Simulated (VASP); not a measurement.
# InP (F-43m) in VASP: notebook, part 2 of 3

VASP 6.6.1. Earlier steps stand in the parts before.

## Step 3: Single point, PBE+D4

This run uses another cell than the first one, of 26.68 Å³/atom, 1.039 times its volume.

INCAR

```
PREC = Accurate
ENCUT = 520
EDIFF = 1E-6
ISMEAR = -1
SIGMA = 0.05
LREAL = F
LASPH = T
NELM = 80
ALGO = Normal
ISIF = 2
LWAVE = F
LCHARG = F
GGA = PE
IVDW = 13
NBANDS = 16
```

KPOINTS

```
regular mesh
0
Gamma
  8 8 8
```

POSCAR

```
InP
1.0
    0.0000000000      2.9879753761      2.9879753761
    2.9879753761      0.0000000000      2.9879753761
    2.9879753761      2.9879753761      0.0000000000
In P
1 1
Direct
    0.0000000000      0.0000000000      0.0000000000
    0.7500000000      0.7500000000      0.7500000000
```

Potentials or basis: VASP PAW PBE potentials, release 64 (In_d, P).

Run with:

```sh
cat potpaw_PBE.64/In_d/POTCAR potpaw_PBE.64/P/POTCAR > POTCAR
mpirun -np 1 vasp_std > vasp.out
```

OUTCAR:

```text
PREC = Accurate
   ENCUT = 520
   EDIFF = 1E-6
   ISMEAR = -1
   LREAL = F
   LASPH = T
   NELM = 80
   ISIF = 2
   GGA = PE
   IVDW = 13

 ion  position               nearest neighbor table
   1  0.000  0.000  0.000-   2 2.59   2 2.59   2 2.59   2 2.59
   2  0.750  0.750  0.750-   1 2.59   1 2.59   1 2.59   1 2.59

  LATTYP: Found a face centered cubic cell.
 ALAT       =     5.9759507522

  Lattice vectors:

 A1 = (   0.0000000000,   2.9879753761,   2.9879753761)
 A2 = (   2.9879753761,   0.0000000000,   2.9879753761)
 A3 = (   2.9879753761,   2.9879753761,   0.0000000000)

Analysis of symmetry for initial positions (statically):
=====================================================================
 Subroutine PRICEL returns:
 Original cell was already a primitive cell.

 Routine SETGRP: Setting up the symmetry group for a
 face centered cubic supercell.

 Subroutine GETGRP returns: Found 24 space group operations
 (whereof 24 operations were pure point group operations)
 out of a pool of 48 trial point group operations.

The static configuration has the point symmetry T_d .

Analysis of symmetry for dynamics (positions and initial velocities):
=====================================================================
 Subroutine PRICEL returns:
 Original cell was already a primitive cell.

 Routine SETGRP: Setting up the symmetry group for a
 face centered cubic supercell.

 Subroutine GETGRP returns: Found 24 space group operations
 (whereof 24 operations were pure point group operations)
 out of a pool of 48 trial point group operations.

The dynamic configuration has the point symmetry T_d .

 Subroutine INISYM returns: Found 24 space group operations
 (whereof 24 operations are pure point group operations),
 and found     1 'primitive' translations

----------------------------------------------------------------------------------------

                                     Primitive cell

  volume of cell :      53.3533

  direct lattice vectors                    reciprocal lattice vectors
     0.000000000  2.987975376  2.987975376    -0.167337390  0.167337390  0.167337390
     2.987975376  0.000000000  2.987975376     0.167337390 -0.167337390  0.167337390
     2.987975376  2.987975376  0.000000000     0.167337390  0.167337390 -0.167337390

  length of vectors
     4.225635301  4.225635301  4.225635301     0.289836861  0.289836861  0.289836861

  position of ions in fractional coordinates (direct lattice)
     0.000000000  0.000000000  0.000000000
     0.750000000  0.750000000  0.750000000

  ion indices of the primitive-cell ions
   primitive index   ion index
                 1           1
                 2           2

----------------------------------------------------------------------------------------

 KPOINTS: regular mesh

Automatic generation of k-mesh.
 Grid dimensions read from file:
 generate k-points for:    8    8    8

 Generating k-lattice:

  Cartesian coordinates                     Fractional coordinates (reciprocal lattice)
    -0.020917174  0.020917174  0.020917174     0.125000000  0.000000000  0.000000000
     0.020917174 -0.020917174  0.020917174     0.000000000  0.125000000  0.000000000
     0.020917174  0.020917174 -0.020917174     0.000000000  0.000000000  0.125000000

  Length of vectors
     0.036229608  0.036229608  0.036229608

  Shift w.r.t. Gamma in fractional coordinates (k-lattice)
     0.000000000  0.000000000  0.000000000

 Subroutine IBZKPT returns following result:
 ===========================================

 Found     29 irreducible k-points:

 Following reciprocal coordinates:
            Coordinates               Weight
  0.000000  0.000000  0.000000      1.000000
  0.125000  0.000000  0.000000      8.000000
  0.250000  0.000000  0.000000      8.000000
  0.375000  0.000000  0.000000      8.000000
  0.500000  0.000000  0.000000      4.000000
  0.125000  0.125000  0.000000      6.000000
[... 16 lines left out ...]
  0.500000  0.250000  0.125000     48.000000
 -0.375000  0.250000  0.125000     24.000000
 [... further k-points ...]
   k-points           NKPTS =     29   k-points in BZ     NKDIM =     29   number of bands    NBANDS=     16
   number of dos      NEDOS =    301   number of ions     NIONS =      2
   total plane-waves  NPLWV =  32768
   dimension x,y,z NGX =    32 NGY =   32 NGZ =   32
   dimension x,y,z NGXF=    64 NGYF=   64 NGZF=   64
   ions per type =               1   1
   NGX,Y,Z   is equivalent  to a cutoff of  12.59, 12.59, 12.59 a.u.
   NGXF,Y,Z  is equivalent  to a cutoff of  25.18, 25.18, 25.18 a.u.
 SYSTEM =  unknown system
   PREC   = accura    normal or accurate (medium, high low for compatibility)
   ISTART =      0    job   : 0-new  1-cont  2-samecut
   ICHARG =      2    charge: 1-file 2-atom 10-const
   ISPIN  =      1    spin polarized calculation?
   LNONCOLLINEAR =      F non collinear calculations
   LSORBIT =      F    spin-orbit coupling
   LASPH  =      T    aspherical Exc in radial PAW
   ENCUT  =  520.0 eV  38.22 Ry    6.18 a.u.   7.86  7.86  7.86*2*pi/ulx,y,z
   NELM   =     80;   NELMIN=  2; NELMDL= -5     # of ELM steps
   EDIFF  = 0.1E-05   stopping-criterion for ELM
   LREAL  =      F    real-space projection
   EDIFFG = 0.1E-04   stopping-criterion for IOM
   NSW    =      0    number of steps for IOM
   IBRION =     -1    ionic relax: 0-MD 1-quasi-New 2-CG
   NFREE  =      0    steps in history (QN), initial steepest desc. (CG)
   ISIF   =      2    stress and relaxation
   ISYM   =      2    0-nonsym 1-usesym 2-fastsym
   POTIM  = 0.5000    time-step for ionic-motion
   TEBEG  =    0.0;   TEEND  =   0.0 temperature during run
   PSTRESS=    0.0 pullay stress
   NELECT =      18.0000    total number of electrons
   NUPDOWN=      -1.0000    fix difference up-down
   EMIN   =  10.00;   EMAX   =-10.00  energy-range for DOS
   EFERMI =   0.00;   METHOD = LEGACY
   ISMEAR =    -1;   SIGMA  =   0.05  broadening in eV -4-tet -1-fermi 0-gaus
   EFERMI_NEDOS =   21; number of points for ismear=-14 and -15
   IALGO  =     38    algorithm
   IMIX   =      4    mixing-type and parameters
     AMIX     =   0.40;   BMIX     =  1.00
     AMIX_MAG =   1.60;   BMIX_MAG =  1.00
  volume/ion in A,a.u.               =      26.68       180.02
  Fermi-wavevector in a.u.,A,eV,Ry     =   1.139669  2.153662 17.671858  1.298845
  Thomas-Fermi vector in A             =   2.276372
   LORBIT       =      0    0 simple, 1 ext, 2 COOP (PROOUT), +10 PAW based schemes
   GGA     = PE    functional components
   LHFCALC =     F    Hartree Fock is set to
   AEXX    =    0.0000 exact exchange contribution
   IVDW    =    13    specifies the selected vdW correction
   LEPSILON=     F    determine dielectric tensor
   LRPA    =     F    only Hartree local field effects (RPA)
 non-spin polarized calculation
  energy-cutoff  :      520.00
  volume of cell :       53.35
 maximum number of plane-waves:      1459
   NGX = 15   NGY = 15   NGZ = 15

 number of electron      18.0000002 magnetization

 Free energy of the ion-electron system (eV)
  ---------------------------------------------------
  ext. energy  EPLUGINS =         0.00000000
  ---------------------------------------------------
  free energy    TOTEN  =        -8.40549723 eV

  energy without entropy =       -8.40542114  energy(sigma->0) =       -8.40545918

 E-fermi :   4.8026     XC(G=0):  -9.0271

 val. band max:        4.5722291350   @ k =   0.0000   0.0000   0.0000
 cond. band min:       4.9658273220   @ k =   0.0000   0.0000   0.0000
 fundamental gap:      0.3935981870
 Fermi energy:         4.8025650421

 k-point     1 :       0.0000    0.0000    0.0000
  band No.  band energies     occupation
      1      -9.5108      2.00000
      2      -9.5108      2.00000
      3      -9.5108      2.00000
      4      -9.3859      2.00000
      5      -9.3859      2.00000
      6      -6.5621      2.00000
[... 8 lines left out ...]
     15      13.9271      0.00000
     16      13.9271      0.00000
[... 419 lines left out ...]
 k-point    24 :      -0.3750    0.2500    0.1250
  band No.  band energies     occupation
      1      -9.6170      2.00000
      2      -9.4710      2.00000
      3      -9.4547      2.00000
      4      -9.3897      2.00000
      5      -9.3751      2.00000
      6      -4.7374      2.00000
[... 8 lines left out ...]
     15      15.1163      0.00000
     16      15.6815      0.00000

 [... further k-points ...]

------------------------ aborting loop because EDIFF is reached ----------------------------------------

  DFT-D4 for vdW energy calculation

  Edisp (eV):   -0.63341

  FORCE on cell =-STRESS in cart. coord.  units (eV):
  Direction    XX          YY          ZZ          XY          YZ          ZX
  --------------------------------------------------------------------------------------
  -------------------------------------------------------------------------------------
  Total      -0.85998    -0.85998    -0.85998    -0.00000     0.00000    -0.00000
  in kB     -25.82498   -25.82498   -25.82498    -0.00000     0.00000    -0.00000
  external pressure =      -25.82 kB  Pullay stress =        0.00 kB

 VOLUME and BASIS-vectors are now :
 -----------------------------------------------------------------------------
  energy-cutoff  :      520.00
  volume of cell :       53.35
      direct lattice vectors                 reciprocal lattice vectors
     0.000000000  2.987975376  2.987975376    -0.167337390  0.167337390  0.167337390
     2.987975376  0.000000000  2.987975376     0.167337390 -0.167337390  0.167337390
     2.987975376  2.987975376  0.000000000     0.167337390  0.167337390 -0.167337390

 POSITION                                       TOTAL-FORCE (eV/Angst)
 -----------------------------------------------------------------------------------
      0.00000      0.00000      0.00000         0.000000      0.000000      0.000000
      4.48196      4.48196      4.48196        -0.000000     -0.000000     -0.000000
 -----------------------------------------------------------------------------------
    total drift:                                0.000000      0.000000      0.000000

  FREE ENERGIE OF THE ION-ELECTRON SYSTEM (eV)
  ---------------------------------------------------
  free  energy   TOTEN  =        -9.0389033682 eV

  energy  without entropy=       -9.0388272767  energy(sigma->0) =       -9.03886532
```

Wall time 20 s (1 thread of AMD EPYC 7R13 (Zen 3), shared host); peak memory 0.15 GiB.

Results:

```
Free energy                : -9.0389 eV
Pressure                   : -2.6 GPa
Band gap on the k mesh     : 0.39 eV, direct
Dispersion energy per atom : -0.317 eV
```

Levels at points of the mesh, in eV from the valence-band top:
| k point | band 6 | band 7 | band 8 | band 9 | band 10 | band 11 | band 12 | band 13 |
| --- | --- | --- | --- | --- | --- | --- | --- | --- |
| (0.00, 0.00, 0.00) | -11.13 | 0.00 | 0.00 | 0.00 | 0.39 | 4.09 | 4.09 | 4.09 |
| (0.50, 0.00, 0.00) | -9.60 | -5.43 | -0.89 | -0.89 | 1.36 | 4.80 | 4.80 | 6.97 |
| (0.50, 0.50, 0.00) | -9.01 | -5.51 | -2.13 | -2.13 | 1.86 | 2.26 | 8.86 | 9.21 |

Caveat: spin-orbit coupling is left out, which moves the levels of the heavy elements.

(Part 2 of 3 ends here.)
